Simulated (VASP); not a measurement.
# BaTiO3 (Pm-3m) in VASP: further runs

One crystal, BaTiO3, is run at these levels: PBE+D3(BJ), PBEsol, PBE; tasks: relaxation of cell and atoms, single point.

Program: VASP 6.6.1. These are calculated values, not measurements. Logs are shortened: lines on timing, memory, paths and dates and some standing lists are left out, and cuts for length are marked.

## (1) The crystal as given

It takes space group Pm-3m (No. 221, cubic). The conventional cell has a = 4.006 Å, b = 4.006 Å, c = 4.006 Å, α = 90.00°, β = 90.00°, γ = 90.00°. Ba (site symmetry m-3m) is surrounded by 12 O at 2.83 Å. Ti (site symmetry m-3m) has 6 O at 2.00 Å as nearest neighbours. O (site symmetry 4/mmm) has 2 Ti at 2.00 Å as nearest neighbours.

## (2) Relaxation of cell and atoms, PBE+D3(BJ)

INCAR

```
  PREC = Accurate
  ENCUT = 600
  EDIFF = 1E-7
  ISMEAR = 0
  SIGMA = 0.02
  LREAL = False
  LASPH = True
  NELM = 80
  ALGO = Normal
  ISIF = 3
  LWAVE = False
  LCHARG = False
  GGA = PE
  IVDW = 12
  IBRION = 2
  NSW = 40
  EDIFFG = -0.02
  KPAR = 2
```

KPOINTS

```
Automatic mesh
0
Gamma
  6 6 6
```

POSCAR

```
BaTiO3
1.0
    4.0060000000      0.0000000000      0.0000000000
    0.0000000000      4.0060000000      0.0000000000
    0.0000000000      0.0000000000      4.0060000000
Ba Ti O
1 1 3
Direct
    0.5000000000      0.5000000000      0.5000000000
    0.0000000000      0.0000000000      0.0000000000
    0.0000000000      0.0000000000      0.5000000000
    0.0000000000      0.5000000000      0.0000000000
    0.5000000000      0.0000000000      0.0000000000
```

Potentials or basis: VASP PAW PBE potentials, release 64 (Ba_sv, Ti_sv, O).

Launch:

```
cat potpaw_PBE.64/Ba_sv/POTCAR potpaw_PBE.64/Ti_sv/POTCAR potpaw_PBE.64/O/POTCAR > POTCAR
mpirun -np 2 vasp_std > vasp.out
```

OUTCAR:

```text
PREC = Accurate
   ENCUT = 600
   EDIFF = 1E-7
   ISMEAR = 0
   LREAL = False
   LASPH = True
   NELM = 80
   ISIF = 3
   GGA = PE
   IVDW = 12
   IBRION = 2
   NSW = 40
   EDIFFG = -0.02
 IVDW          = 12

 ion  position               nearest neighbor table
   1  0.500  0.500  0.500-   3 2.83   4 2.83   5 2.83   4 2.83   5 2.83   3 2.83   5 2.83   5 2.83
                             3 2.83   4 2.83   4 2.83   3 2.83   2 3.47   2 3.47   2 3.47   2 3.47
   2  0.000  0.000  0.000-   3 2.00   4 2.00   5 2.00   3 2.00   4 2.00   5 2.00   1 3.47   1 3.47
                             1 3.47   1 3.47   1 3.47   1 3.47   1 3.47   1 3.47
   3  0.000  0.000  0.500-   2 2.00   2 2.00   1 2.83   1 2.83   1 2.83   1 2.83
   4  0.000  0.500  0.000-   2 2.00   2 2.00   1 2.83   1 2.83   1 2.83   1 2.83
   5  0.500  0.000  0.000-   2 2.00   2 2.00   1 2.83   1 2.83   1 2.83   1 2.83

  LATTYP: Found a simple cubic cell.
 ALAT       =     4.0060000000

  Lattice vectors:

 A1 = (   4.0060000000,   0.0000000000,   0.0000000000)
 A2 = (   0.0000000000,   4.0060000000,   0.0000000000)
 A3 = (   0.0000000000,   0.0000000000,   4.0060000000)

Analysis of symmetry for initial positions (statically):
=====================================================================
 Subroutine PRICEL returns:
 Original cell was already a primitive cell.

 Routine SETGRP: Setting up the symmetry group for a
 simple cubic supercell.

 Subroutine GETGRP returns: Found 48 space group operations
 (whereof 48 operations were pure point group operations)
 out of a pool of 48 trial point group operations.

The static configuration has the point symmetry O_h .

Analysis of symmetry for dynamics (positions and initial velocities):
=====================================================================
 Subroutine PRICEL returns:
 Original cell was already a primitive cell.

 Routine SETGRP: Setting up the symmetry group for a
 simple cubic supercell.

 Subroutine GETGRP returns: Found 48 space group operations
 (whereof 48 operations were pure point group operations)
 out of a pool of 48 trial point group operations.

The dynamic configuration has the point symmetry O_h .

 Subroutine INISYM returns: Found 48 space group operations
 (whereof 48 operations are pure point group operations),
 and found     1 'primitive' translations

----------------------------------------------------------------------------------------

                                     Primitive cell

  volume of cell :      64.2884

[... 93 lines left out ...]
   IBRION =      2    ionic relax: 0-MD 1-quasi-New 2-CG
   NFREE  =      1    steps in history (QN), initial steepest desc. (CG)
   ISIF   =      3    stress and relaxation
   ISYM   =      2    0-nonsym 1-usesym 2-fastsym
   POTIM  = 0.5000    time-step for ionic-motion
   TEBEG  =    0.0;   TEEND  =   0.0 temperature during run
   PSTRESS=    0.0 pullay stress
   NELECT =      40.0000    total number of electrons
   NUPDOWN=      -1.0000    fix difference up-down
   EMIN   =  10.00;   EMAX   =-10.00  energy-range for DOS
   EFERMI =   0.00;   METHOD = LEGACY
   ISMEAR =     0;   SIGMA  =   0.02  broadening in eV -4-tet -1-fermi 0-gaus
   EFERMI_NEDOS =   21; number of points for ismear=-14 and -15
   IALGO  =     38    algorithm
   IMIX   =      4    mixing-type and parameters
     AMIX     =   0.40;   BMIX     =  1.00
     AMIX_MAG =   1.60;   BMIX_MAG =  1.00
  volume/ion in A,a.u.               =      12.86        86.77
  Fermi-wavevector in a.u.,A,eV,Ry     =   1.397603  2.641087 26.576187  1.953295
  Thomas-Fermi vector in A             =   2.520843
   LORBIT       =      0    0 simple, 1 ext, 2 COOP (PROOUT), +10 PAW based schemes
   GGA     = PE    functional components
   LHFCALC =     F    Hartree Fock is set to
   AEXX    =    0.0000 exact exchange contribution
   IVDW    =    12    specifies the selected vdW correction
   LEPSILON=     F    determine dielectric tensor
   LRPA    =     F    only Hartree local field effects (RPA)
 conjugate gradient relaxation of ions
 non-spin polarized calculation
 Gauss-broadening in eV      SIGMA  =   0.02
  energy-cutoff  :      600.00
  volume of cell :       64.29
 maximum number of plane-waves:      2176
   NGX = 17   NGY = 17   NGZ = 17

 number of electron      39.9999998 magnetization

 Free energy of the ion-electron system (eV)
  ---------------------------------------------------
  ext. energy  EPLUGINS =         0.00000000
  ---------------------------------------------------
  free energy    TOTEN  =       -39.97666096 eV

  energy without entropy =      -39.97666096  energy(sigma->0) =      -39.97666096

 E-fermi :   3.9941     XC(G=0): -11.2461

 val. band max:        3.8123751911   @ k =   0.5000   0.5000   0.5000
 cond. band min:       5.5515702490   @ k =   0.0000   0.0000   0.0000
 fundamental gap:      1.7391950580
 Fermi energy:         3.9940523881

 k-point     1 :       0.0000    0.0000    0.0000
  band No.  band energies     occupation
      1     -52.8380      2.00000
      2     -29.0478      2.00000
      3     -29.0478      2.00000
      4     -29.0478      2.00000
      5     -21.0056      2.00000
      6     -13.0751      2.00000
[... 529 lines left out ...]
     23       7.9524      0.00000
     24      10.5258      0.00000

------------------------ aborting loop because EDIFF is reached ----------------------------------------

 Edisp (eV)   -1.32100

 E8    (eV) :    -0.6006

  FORCE on cell =-STRESS in cart. coord.  units (eV):
  Direction    XX          YY          ZZ          XY          YZ          ZX
  --------------------------------------------------------------------------------------
  -------------------------------------------------------------------------------------
  Total      -0.03962    -0.03962    -0.03962     0.00000     0.00000     0.00000
  in kB      -0.98733    -0.98733    -0.98733     0.00000     0.00000     0.00000
  external pressure =       -0.99 kB  Pullay stress =        0.00 kB

 VOLUME and BASIS-vectors are now :
 -----------------------------------------------------------------------------
  energy-cutoff  :      600.00
  volume of cell :       64.29
      direct lattice vectors                 reciprocal lattice vectors
     4.006000000  0.000000000  0.000000000     0.249625562  0.000000000  0.000000000
     0.000000000  4.006000000  0.000000000     0.000000000  0.249625562  0.000000000
     0.000000000  0.000000000  4.006000000     0.000000000  0.000000000  0.249625562

 POSITION                                       TOTAL-FORCE (eV/Angst)
 -----------------------------------------------------------------------------------
      2.00300      2.00300      2.00300         0.000000      0.000000      0.000000
      0.00000      0.00000      0.00000         0.000000      0.000000      0.000000
      0.00000      0.00000      2.00300         0.000000      0.000000      0.000000
      0.00000      2.00300      0.00000         0.000000      0.000000      0.000000
      2.00300      0.00000      0.00000         0.000000      0.000000      0.000000
 -----------------------------------------------------------------------------------
    total drift:                                0.000000      0.000000     -0.000000

  FREE ENERGIE OF THE ION-ELECTRON SYSTEM (eV)
  ---------------------------------------------------
  free  energy   TOTEN  =       -41.2976649941 eV

  energy  without entropy=      -41.2976649941  energy(sigma->0) =      -41.29766499

 reached required accuracy - stopping structural energy minimisation
```

CONTCAR:

```text
BaTiO3
   1.00000000000000
     4.0060000000000002    0.0000000000000000    0.0000000000000000
     0.0000000000000000    4.0060000000000002    0.0000000000000000
     0.0000000000000000    0.0000000000000000    4.0060000000000002
  Ba              Ti              O
     1     1     3
Direct
     0.5000000000000000    0.5000000000000000    0.5000000000000000
     0.0000000000000000    0.0000000000000000    0.0000000000000000
     0.0000000000000000    0.0000000000000000    0.5000000000000000
     0.0000000000000000    0.5000000000000000    0.0000000000000000
     0.5000000000000000    0.0000000000000000    0.0000000000000000

  0.00000000E+00  0.00000000E+00  0.00000000E+00
  0.00000000E+00  0.00000000E+00  0.00000000E+00
  0.00000000E+00  0.00000000E+00  0.00000000E+00
  0.00000000E+00  0.00000000E+00  0.00000000E+00
  0.00000000E+00  0.00000000E+00  0.00000000E+00
```

Run time: 27 s. Hardware: 2 MPI ranks of Intel Xeon Platinum 8375C at 2.90GHz (Ice Lake), shared host; peak memory 0.2 GiB.

Results:

```yaml
Free_energy: -41.2977 eV
Pressure_after_relaxing: -0.1 GPa
Band_gap_on_the_k_mesh: 1.74 eV, indirect (least direct gap 1.89 eV)
Dispersion_energy_per_atom: -0.264 eV
```

Final structure:
```xyz
5
Lattice="4.0060 0.0000 0.0000 0.0000 4.0060 0.0000 0.0000 0.0000 4.0060" Properties=species:S:1:pos:R:3 pbc="T T T"
Ba    2.0030    2.0030    2.0030
Ti    0.0000    0.0000    0.0000
O     0.0000    0.0000    2.0030
O     0.0000    2.0030    0.0000
O     2.0030    0.0000    0.0000
```

Levels at points of the mesh, in eV from the valence-band top:
```tsv
k point	band 17	band 18	band 19	band 20	band 21	band 22	band 23	band 24
(0.00, 0.00, 0.00)	-1.09	-0.15	-0.15	-0.15	1.74	1.74	1.74	3.88
(0.50, 0.00, 0.00)	-1.83	-1.83	-0.71	-0.71	1.90	3.47	3.47	3.89
(0.50, 0.50, 0.00)	-1.72	-0.87	-0.87	-0.09	3.48	3.48	3.89	4.73
(0.50, 0.50, 0.50)	-2.41	0.00	0.00	0.00	4.14	4.14	4.14	6.71
```

Caveat: the relaxation stopped at its first step, so nothing moved; spin-orbit coupling is left out, which moves the levels of the heavy elements. As with any semilocal functional, this PBE gap is likely too small.

## (3) Relaxation of cell and atoms, PBEsol

INCAR

```
SYSTEM = BaTiO3
ALGO = Normal ; EDIFF = 1E-6
EDIFFG = -0.01 ; ENCUT = 600
GGA = PS ; IBRION = 2
ISIF = 3 ; ISMEAR = -1
LASPH = .True. ; LCHARG = .False.
LREAL = .False. ; LWAVE = .False.
NELM = 100 ; NSW = 60
PREC = Accurate ; PSTRESS = 0
SIGMA = 0.05
```

KPOINTS

```
k-points
0
Gamma
  5 5 5
  0 0 0
```

POSCAR is that of step 2.

Potentials or basis: VASP PAW PBE potentials, release 64 (Ba_sv, Ti_sv, O).

Launch:

```
cat potpaw_PBE.64/Ba_sv/POTCAR potpaw_PBE.64/Ti_sv/POTCAR potpaw_PBE.64/O/POTCAR > POTCAR
mpirun -np 1 vasp_std > vasp.out
```

Wall time 26 s (1 thread of AMD EPYC 9R45 (Zen 5), shared host); peak memory 0.17 GiB.

The run converged. Its results:

- Free energy: -41.9859 eV
- Relaxed volume: 12.64 Å³/atom
- Relaxed cell: a = 3.983 Å, b = 3.983 Å, c = 3.983 Å, α = 90.00°, β = 90.00°, γ = 90.00°
- Space group after relaxing (to 0.05 Å): Pm-3m (No. 221)
- Energy gained by relaxing: 2.0 meV/atom
- Ionic steps: 3
- Pressure after relaxing: 0.0 GPa
- Band gap on the k mesh: 1.84 eV, indirect (least direct gap 1.85 eV)

The path:
```tsv
step	energy change (eV)	largest force (eV/Å)	pressure (GPa)	volume (Å³)
1	0.0000	0.0000	-2.96	64.29
2	0.0006	0.0000	3.23	62.10
3	-0.0102	0.0000	-0.01	63.20
```

Final structure:
```
Ba Ti O
1.0
     3.98323    0.00000    0.00000
     0.00000    3.98323    0.00000
     0.00000    0.00000    3.98323
Ba Ti O
1 1 3
Direct
  0.50000 0.50000 0.50000
  0.00000 0.00000 0.00000
  0.00000 0.00000 0.50000
  0.00000 0.50000 0.00000
  0.50000 0.00000 0.00000
```

Levels at points of the mesh, in eV from the valence-band top:
```
           k point  band 16  band 17  band 18  band 19  band 20  band 21  band 22  band 23  band 24
(0.00, 0.00, 0.00)    -1.01    -1.01    -0.01    -0.01    -0.01     1.84     1.84     1.84     4.15
```

Caveat: the PAW data sets were made with another functional, which shifts forces and pressure a little; spin-orbit coupling is left out, which moves the levels of the heavy elements; an odd mesh through Γ misses points on the zone boundary, where band edges often lie. PBEsol gaps usually lie below the measured ones, often by a third to a half.

(Part 1 of 2 ends here.)
